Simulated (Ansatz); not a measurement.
# Be (fcc type): a relaxation

Wanted: a converged relaxation for Be (fcc type), and a check of what comes out.

Program: Ansatz 0.2.0. Level of theory: Kohn-Sham DFT, with the functional, basis and potentials that each input names (as first typed). These are calculated values, not measurements.

1 further run of the same task is left out (it didn't finish).

## 1. The structure to begin with

It takes space group Fm-3m (No. 225, cubic). Conventional cell: a = 3.544 Å, b = 3.544 Å, c = 3.544 Å, α = 90.00°, β = 90.00°, γ = 90.00°. Be (site symmetry m-3m) has 12 Be at 2.51 Å as nearest neighbours.

As a file:

```xyz
1
Lattice="0.0000 1.7718 1.7718 1.7718 0.0000 1.7718 1.7718 1.7718 0.0000" Properties=species:S:1:pos:R:3 pbc="T T T"
Be    0.0000    0.0000    0.0000
```

## 2. Input and run

input.yaml

```yaml
crystal:
  lattice:
    - [0.0, 1.7717639764, 1.7717639764]
    - [1.7717639764, 0.0, 1.7717639764]
    - [1.7717639764, 1.7717639764, 0.0]
  atoms:
    - { symbol: Be, position: [0.0, 0.0, 0.0] }
kpoints:
  mp_grid: { grid: [20, 20, 20] }
scf:
  occupations: { method: fermi_dirac, width: 0.08 }
  max_iter: 50
hamiltonian:
  xc: pbe
  pseudopotentials: { kind: paw }
  hubbard: { sites: [{ species: Be, l: f, u_eff: 30.0 }] }
output:
  forces: true
  stress: true
relax:
  f_tol: 0.005
  max_steps: 80
  cell: {}
```

Command:

```console
$ ansatz run input.yaml --threads 1 --pin off --max-ram 2048MiB --backend cpu --events-out ev --progress --plain --runs-dir out
```

What happens when this is run?

The run ended at the input check. It says: «inconsistent input (hamiltonian.hubbard.sites[].l, hamiltonian.hubbard.sites[].shell): the file of Be doesn't list 4f, and it can't be added: PBE doesn't bind the shell 4f of the free atom, whose level lies at +1.11 eV ...»

The suspect setting: hamiltonian.hubbard.sites is [{species: Be, l: f, u_eff: 30.0}]. U was placed on a shell that is absent, full or empty, where it has nothing to correct.

Fix: delete hamiltonian.hubbard.sites.
